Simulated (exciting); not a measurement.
A run of exciting (release sodium) is set up as follows.

The input input.xml:

```xml
<input>
  <title>Be</title>
  <structure speciespath="./" tshift="false">
    <crystal scale="1">
      <basevect>4.318591112607 0.000000000000 0.000000000000</basevect>
      <basevect>-2.159295556304 3.740009612135 0.000000000000</basevect>
      <basevect>0.000000000000 0.000000000000 6.773156375884</basevect>
    </crystal>
    <species speciesfile="Be.xml" rmt="1.45">
      <atom coord="0.666666666700 0.333333333300 0.750000000000"/>
      <atom coord="0.333333333300 0.666666666700 0.250000000000"/>
    </species>
  </structure>
  <groundstate do="fromscratch" ngridk="13 13 8" rgkmax="7" gmaxvr="14" lmaxapw="10" lmaxmat="10" lmaxvr="8" xctype="GGA_PBE" stype="Fermi Dirac" swidth="0.00183747" nempty="10" ValenceRelativity="iora*" epsengy="1e-05" epspot="1e-05" maxscl="60" tforce="true" outputlevel="normal"/>
  <properties>
    <chargedensityplot>
      <plot3d>
        <box grid="12 12 18">
          <origin coord="0 0 0"/>
          <point coord="1 0 0"/>
          <point coord="0 1 0"/>
          <point coord="0 0 1"/>
        </box>
      </plot3d>
    </chargedensityplot>
    <elfplot>
      <plot3d>
        <box grid="12 12 18">
          <origin coord="0 0 0"/>
          <point coord="1 0 0"/>
          <point coord="0 1 0"/>
          <point coord="0 0 1"/>
        </box>
      </plot3d>
    </elfplot>
    <exccplot>
      <plot3d>
        <box grid="12 12 18">
          <origin coord="0 0 0"/>
          <point coord="1 0 0"/>
          <point coord="0 1 0"/>
          <point coord="0 0 1"/>
        </box>
      </plot3d>
    </exccplot>
  </properties>
</input>
```

Potentials or basis: all-electron LAPW+lo, shipped species files, valence relativity iora*.

The run is started by

```sh
$ OMP_NUM_THREADS=1 exciting_smp
```

Q: What does it give for the band gap on the k mesh?

A: None (metal or under the smearing width).
